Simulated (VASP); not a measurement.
# MgF2 (Sellaite) (P4_2/mnm) in VASP: single point with PBE

Aim: the single point of MgF2 (Sellaite) with PBE.

Everything below comes from runs of VASP 6.6.1. Logs are shortened: lines on timing, memory, paths and dates and some standing lists are left out, and cuts for length are marked.

### 1 The structure

It takes space group P4_2/mnm (No. 136, tetragonal). The conventional cell has a = 4.625 Å, b = 4.625 Å, c = 3.052 Å, α = 90.00°, β = 90.00°, γ = 90.00°. Mg (site symmetry mmm) is surrounded by 6 F at 1.98 to 2.00 Å. F (site symmetry m2m) is surrounded by 3 Mg at 1.98 to 2.00 Å.

### 2 Single point, PBE

INCAR

```
SYSTEM = MgF2
ALGO = Normal ; EDIFF = 1E-6
ENCUT = 520 ; GGA = PE
ISIF = 2 ; ISMEAR = -1
LASPH = .True. ; LCHARG = .False.
LREAL = .False. ; LWAVE = .False.
NBANDS = 25 ; NELM = 60
PREC = Accurate ; SIGMA = 0.02
```

KPOINTS

```
k-points
0
Gamma
  4 4 6
  0 0 0
```

POSCAR

```
MgF2
1.0
    4.6250000000      0.0000000000      0.0000000000
    0.0000000000      4.6250000000      0.0000000000
    0.0000000000      0.0000000000      3.0520000000
Mg F
2 4
Direct
    0.0000000000      0.0000000000      0.0000000000
    0.5000000000      0.5000000000      0.5000000000
    0.3030000000      0.3030000000      0.0000000000
    0.1970000000      0.8030000000      0.5000000000
    0.6970000000      0.6970000000      0.0000000000
    0.8030000000      0.1970000000      0.5000000000
```

Potentials or basis: VASP PAW PBE potentials, release 64 (Mg, F).

Command:

```sh
> cat potpaw_PBE.64/Mg/POTCAR potpaw_PBE.64/F/POTCAR > POTCAR
> mpirun -np 1 vasp_std > vasp.out
```

OUTCAR:

```text
SYSTEM = MgF2
   EDIFF = 1E-6
   ENCUT = 520
   GGA = PE
   ISIF = 2
   ISMEAR = -1
   LASPH = .True.
   LREAL = .False.
   NELM = 60
   PREC = Accurate

 ion  position               nearest neighbor table
   1  0.000  0.000  0.000-   3 1.98   5 1.98   4 2.00   6 2.00   4 2.00   6 2.00   2 3.61   2 3.61
                             2 3.61   2 3.61   2 3.61   2 3.61   2 3.61   2 3.61
   2  0.500  0.500  0.500-   4 1.98   6 1.98   5 2.00   3 2.00   3 2.00   5 2.00   1 3.61   1 3.61
                             1 3.61   1 3.61   1 3.61   1 3.61   1 3.61   1 3.61
   3  0.303  0.303  0.000-   1 1.98   2 2.00   2 2.00
   4  0.197  0.803  0.500-   2 1.98   1 2.00   1 2.00
   5  0.697  0.697  0.000-   1 1.98   2 2.00   2 2.00
   6  0.803  0.197  0.500-   2 1.98   1 2.00   1 2.00

  LATTYP: Found a simple tetragonal cell.
 ALAT       =     4.6250000000
 C/A-ratio  =     0.6598918919

  Lattice vectors:

 A1 = (   4.6250000000,   0.0000000000,   0.0000000000)
 A2 = (   0.0000000000,   4.6250000000,   0.0000000000)
 A3 = (   0.0000000000,   0.0000000000,   3.0520000000)

Analysis of symmetry for initial positions (statically):
=====================================================================
 Subroutine PRICEL returns:
 Original cell was already a primitive cell.

 Routine SETGRP: Setting up the symmetry group for a
 simple tetragonal supercell.

 Subroutine GETGRP returns: Found 16 space group operations
 (whereof  8 operations were pure point group operations)
 out of a pool of 16 trial point group operations.

The static configuration has the point symmetry D_2h.
 The point group associated with its full space group is D_4h.

Analysis of symmetry for dynamics (positions and initial velocities):
=====================================================================
 Subroutine PRICEL returns:
 Original cell was already a primitive cell.

 Routine SETGRP: Setting up the symmetry group for a
 simple tetragonal supercell.

 Subroutine GETGRP returns: Found 16 space group operations
 (whereof  8 operations were pure point group operations)
 out of a pool of 16 trial point group operations.

The dynamic configuration has the point symmetry D_2h.
 The point group associated with its full space group is D_4h.

 Subroutine INISYM returns: Found 16 space group operations
 (whereof  8 operations are pure point group operations),
 and found     1 'primitive' translations

----------------------------------------------------------------------------------------

                                     Primitive cell

  volume of cell :      65.2842

  direct lattice vectors                    reciprocal lattice vectors
     4.625000000  0.000000000  0.000000000     0.216216216  0.000000000  0.000000000
     0.000000000  4.625000000  0.000000000     0.000000000  0.216216216  0.000000000
     0.000000000  0.000000000  3.052000000     0.000000000  0.000000000  0.327653997

  length of vectors
     4.625000000  4.625000000  3.052000000     0.216216216  0.216216216  0.327653997

  position of ions in fractional coordinates (direct lattice)
     0.000000000  0.000000000  0.000000000
     0.500000000  0.500000000  0.500000000
     0.303000000  0.303000000  0.000000000
     0.197000000  0.803000000  0.500000000
     0.697000000  0.697000000  0.000000000
     0.803000000  0.197000000  0.500000000

  ion indices of the primitive-cell ions
   primitive index   ion index
                 1           1
                 2           2
                 3           3
                 4           4
                 5           5
                 6           6

----------------------------------------------------------------------------------------

 KPOINTS: k-points

Automatic generation of k-mesh.
 Grid dimensions read from file:
 generate k-points for:    4    4    6

 Generating k-lattice:

  Cartesian coordinates                     Fractional coordinates (reciprocal lattice)
     0.054054054  0.000000000  0.000000000     0.250000000  0.000000000  0.000000000
     0.000000000  0.054054054  0.000000000     0.000000000  0.250000000  0.000000000
     0.000000000  0.000000000  0.054609000     0.000000000  0.000000000  0.166666667

  Length of vectors
     0.054054054  0.054054054  0.054609000

  Shift w.r.t. Gamma in fractional coordinates (k-lattice)
     0.000000000  0.000000000  0.000000000

 Subroutine IBZKPT returns following result:
 ===========================================

 Found     24 irreducible k-points:

 Following reciprocal coordinates:
            Coordinates               Weight
  0.000000  0.000000  0.000000      1.000000
  0.250000  0.000000  0.000000      4.000000
  0.500000  0.000000  0.000000      2.000000
  0.250000  0.250000  0.000000      4.000000
  0.500000  0.250000  0.000000      4.000000
  0.500000  0.500000  0.000000      1.000000
[... 16 lines left out ...]
  0.500000  0.250000  0.500000      4.000000
  0.500000  0.500000  0.500000      1.000000
   k-points           NKPTS =     24   k-points in BZ     NKDIM =     24   number of bands    NBANDS=     25
   number of dos      NEDOS =    301   number of ions     NIONS =      6
   total plane-waves  NPLWV =  31104
   dimension x,y,z NGX =    36 NGY =   36 NGZ =   24
   dimension x,y,z NGXF=    72 NGYF=   72 NGZF=   48
   ions per type =               2   4
   NGX,Y,Z   is equivalent  to a cutoff of  12.94, 12.94, 13.07 a.u.
   NGXF,Y,Z  is equivalent  to a cutoff of  25.88, 25.88, 26.15 a.u.
 SYSTEM =  MgF2
   PREC   = accura    normal or accurate (medium, high low for compatibility)
   ISTART =      0    job   : 0-new  1-cont  2-samecut
   ICHARG =      2    charge: 1-file 2-atom 10-const
   ISPIN  =      1    spin polarized calculation?
   LNONCOLLINEAR =      F non collinear calculations
   LSORBIT =      F    spin-orbit coupling
   LASPH  =      T    aspherical Exc in radial PAW
   ENCUT  =  520.0 eV  38.22 Ry    6.18 a.u.   8.60  8.60  5.67*2*pi/ulx,y,z
   NELM   =     60;   NELMIN=  2; NELMDL= -5     # of ELM steps
   EDIFF  = 0.1E-05   stopping-criterion for ELM
   LREAL  =      F    real-space projection
   EDIFFG = 0.1E-04   stopping-criterion for IOM
   NSW    =      0    number of steps for IOM
   IBRION =     -1    ionic relax: 0-MD 1-quasi-New 2-CG
   NFREE  =      0    steps in history (QN), initial steepest desc. (CG)
   ISIF   =      2    stress and relaxation
   ISYM   =      2    0-nonsym 1-usesym 2-fastsym
   POTIM  = 0.5000    time-step for ionic-motion
   TEBEG  =    0.0;   TEEND  =   0.0 temperature during run
   PSTRESS=    0.0 pullay stress
   NELECT =      32.0000    total number of electrons
   NUPDOWN=      -1.0000    fix difference up-down
   EMIN   =  10.00;   EMAX   =-10.00  energy-range for DOS
   EFERMI =   0.00;   METHOD = LEGACY
   ISMEAR =    -1;   SIGMA  =   0.02  broadening in eV -4-tet -1-fermi 0-gaus
   EFERMI_NEDOS =   21; number of points for ismear=-14 and -15
   IALGO  =     38    algorithm
   IMIX   =      4    mixing-type and parameters
     AMIX     =   0.40;   BMIX     =  1.00
     AMIX_MAG =   1.60;   BMIX_MAG =  1.00
  volume/ion in A,a.u.               =      10.88        73.43
  Fermi-wavevector in a.u.,A,eV,Ry     =   1.290790  2.439239 22.669184  1.666138
  Thomas-Fermi vector in A             =   2.422600
   LORBIT       =      0    0 simple, 1 ext, 2 COOP (PROOUT), +10 PAW based schemes
   GGA     = PE    functional components
   LHFCALC =     F    Hartree Fock is set to
   AEXX    =    0.0000 exact exchange contribution
   IVDW    =     0    specifies the selected vdW correction
   LEPSILON=     F    determine dielectric tensor
   LRPA    =     F    only Hartree local field effects (RPA)
 non-spin polarized calculation
  energy-cutoff  :      520.00
  volume of cell :       65.28
 maximum number of plane-waves:      1773
 NGX is ok and might be reduce to    36
   NGX = 17   NGY = 17   NGZ = 11

 number of electron      32.0000032 magnetization

 Free energy of the ion-electron system (eV)
  ---------------------------------------------------
  ext. energy  EPLUGINS =         0.00000000
  ---------------------------------------------------
  free energy    TOTEN  =       -31.51099539 eV

  energy without entropy =      -31.51099539  energy(sigma->0) =      -31.51099539

 E-fermi :  -0.6893     XC(G=0):  -9.7300

 val. band max:       -1.2094765215   @ k =   0.0000   0.0000   0.0000
 cond. band min:       5.8845964704   @ k =   0.0000   0.0000   0.0000
 fundamental gap:      7.0940729919
 Fermi energy:        -0.6893380433

 k-point     1 :       0.0000    0.0000    0.0000
  band No.  band energies     occupation
      1     -21.9566      2.00000
      2     -21.1541      2.00000
      3     -21.1541      2.00000
      4     -21.0622      2.00000
      5      -5.2839      2.00000
      6      -3.7063      2.00000
[... 17 lines left out ...]
     24      17.3011      0.00000
     25      17.3011      0.00000

 k-point     2 :       0.2500    0.0000    0.0000
  band No.  band energies     occupation
      1     -21.8586      2.00000
      2     -21.3205      2.00000
      3     -21.1275      2.00000
      4     -21.0335      2.00000
      5      -5.0613      2.00000
      6      -3.8776      2.00000
[... 17 lines left out ...]
     24      16.8161      0.00000
     25      17.3946      0.00000

 k-point     3 :       0.5000    0.0000    0.0000
  band No.  band energies     occupation
      1     -21.6076      2.00000
      2     -21.6076      2.00000
      3     -21.0683      2.00000
      4     -21.0683      2.00000
      5      -4.5349      2.00000
      6      -4.5349      2.00000
[... 17 lines left out ...]
     24      16.3833      0.00000
     25      17.2445      0.00000

 k-point     4 :       0.2500    0.2500    0.0000
  band No.  band energies     occupation
      1     -21.7711      2.00000
      2     -21.3482      2.00000
      3     -21.1812      2.00000
      4     -21.0506      2.00000
      5      -4.8712      2.00000
      6      -4.0070      2.00000
[... 17 lines left out ...]
     24      17.1345      0.00000
     25      17.2308      0.00000

 k-point     5 :       0.5000    0.2500    0.0000
  band No.  band energies     occupation
      1     -21.5535      2.00000
      2     -21.5535      2.00000
      3     -21.1272      2.00000
      4     -21.1272      2.00000
      5      -4.4386      2.00000
      6      -4.4386      2.00000
[... 17 lines left out ...]
     24      16.5732      0.00000
     25      17.3101      0.00000

 k-point     6 :       0.5000    0.5000    0.0000
  band No.  band energies     occupation
      1     -21.4779      2.00000
      2     -21.4779      2.00000
      3     -21.2078      2.00000
      4     -21.2078      2.00000
      5      -4.3165      2.00000
      6      -4.3165      2.00000
[... 17 lines left out ...]
     24      16.8167      0.00000
     25      16.9056      0.00000
[... 393 lines left out ...]
 k-point    21 :       0.5000    0.0000    0.5000
  band No.  band energies     occupation
      1     -21.3071      2.00000
      2     -21.3071      2.00000
      3     -21.1227      2.00000
      4     -21.1227      2.00000
      5      -4.3873      2.00000
      6      -4.3873      2.00000
[... 17 lines left out ...]
     24      15.0981      0.00000
     25      15.9489      0.00000

 k-point    22 :       0.2500    0.2500    0.5000
  band No.  band energies     occupation
      1     -21.3309      2.00000
      2     -21.3098      2.00000
      3     -21.1194      2.00000
      4     -21.0970      2.00000
      5      -4.7199      2.00000
      6      -4.4425      2.00000
[... 17 lines left out ...]
     24      15.3131      0.00000
     25      15.6314      0.00000

 k-point    23 :       0.5000    0.2500    0.5000
  band No.  band energies     occupation
      1     -21.3062      2.00000
      2     -21.3062      2.00000
      3     -21.1207      2.00000
      4     -21.1207      2.00000
      5      -4.7736      2.00000
      6      -4.7736      2.00000
[... 17 lines left out ...]
     24      14.4104      0.00000
     25      16.2503      0.00000

 k-point    24 :       0.5000    0.5000    0.5000
  band No.  band energies     occupation
      1     -21.3054      2.00000
      2     -21.3054      2.00000
      3     -21.1191      2.00000
      4     -21.1191      2.00000
      5      -4.9712      2.00000
      6      -4.9712      2.00000
[... 17 lines left out ...]
     24      13.8608      0.00000
     25      16.8523      0.00000

------------------------ aborting loop because EDIFF is reached ----------------------------------------

  FORCE on cell =-STRESS in cart. coord.  units (eV):
  Direction    XX          YY          ZZ          XY          YZ          ZX
  --------------------------------------------------------------------------------------
  -------------------------------------------------------------------------------------
  Total        1.4664343      1.4664343      1.5591299      0.0000000      0.0000000      0.0000000
  in kB       35.9886189     35.9886189     38.2635158      0.0000000      0.0000000      0.0000000
  external PRESSURE =      36.7469179 kB  Pullay stress =       0.0000000 kB

 VOLUME and BASIS-vectors are now :
 -----------------------------------------------------------------------------
  energy-cutoff  :      520.00
  volume of cell :       65.28
      direct lattice vectors                 reciprocal lattice vectors
     4.625000000  0.000000000  0.000000000     0.216216216  0.000000000  0.000000000
     0.000000000  4.625000000  0.000000000     0.000000000  0.216216216  0.000000000
     0.000000000  0.000000000  3.052000000     0.000000000  0.000000000  0.327653997

 POSITION                                       TOTAL-FORCE (eV/Angst)
 -----------------------------------------------------------------------------------
      0.00000      0.00000      0.00000         0.000000     -0.000000      0.000000
      2.31250      2.31250      1.52600         0.000000     -0.000000      0.000000
      1.40137      1.40137      0.00000        -0.015745     -0.015745      0.000000
      0.91113      3.71387      1.52600         0.015745     -0.015745      0.000000
      3.22363      3.22363      0.00000         0.015745      0.015745     -0.000000
      3.71387      0.91113      1.52600        -0.015745      0.015745      0.000000
 -----------------------------------------------------------------------------------
    total drift:                                0.000000     -0.000000     -0.000000

  FREE ENERGIE OF THE ION-ELECTRON SYSTEM (eV)
  ---------------------------------------------------
  free  energy   TOTEN  =       -31.5109953914 eV

  energy  without entropy=      -31.5109953914  energy(sigma->0) =      -31.51099539
```

It took 10 s on 1 thread of Intel Xeon 6975P-C (Granite Rapids), shared host; peak memory 0.18 GiB.

Results:

| Quantity | Value |
| --- | --- |
| Free energy | -31.5110 eV |
| Pressure | 3.7 GPa |
| Largest force | 0.022 eV/Å |
| Band gap on the k mesh | 7.09 eV, direct |

Forces on the atoms (eV/Å):
```
Mg   0.000  0.000  0.000
Mg   0.000  0.000  0.000
F   -0.016 -0.016  0.000
F    0.016 -0.016  0.000
F    0.016  0.016  0.000
F   -0.016  0.016  0.000
```

Stress tensor (GPa, compression positive):
```
3.60 0.00 0.00
0.00 3.60 0.00
0.00 0.00 3.83
```

Levels at points of the mesh, in eV from the valence-band top:
```csv
k point,band 13,band 14,band 15,band 16,band 17,band 18,band 19,band 20
"(0.00, 0.00, 0.00)",-0.73,-0.32,-0.32,0.00,7.09,12.25,12.25,13.73
"(0.50, 0.00, 0.00)",-0.98,-0.98,-0.38,-0.38,9.50,9.50,13.50,13.50
"(0.50, 0.50, 0.00)",-0.95,-0.95,-0.77,-0.77,11.21,11.21,11.30,11.30
"(0.00, 0.00, 0.50)",-1.15,-1.15,-0.85,-0.85,11.84,11.84,14.97,14.97
"(0.50, 0.00, 0.50)",-0.73,-0.73,-0.66,-0.66,12.75,12.75,13.46,13.46
"(0.50, 0.50, 0.50)",-0.61,-0.61,-0.48,-0.48,13.30,13.30,13.33,13.33
```
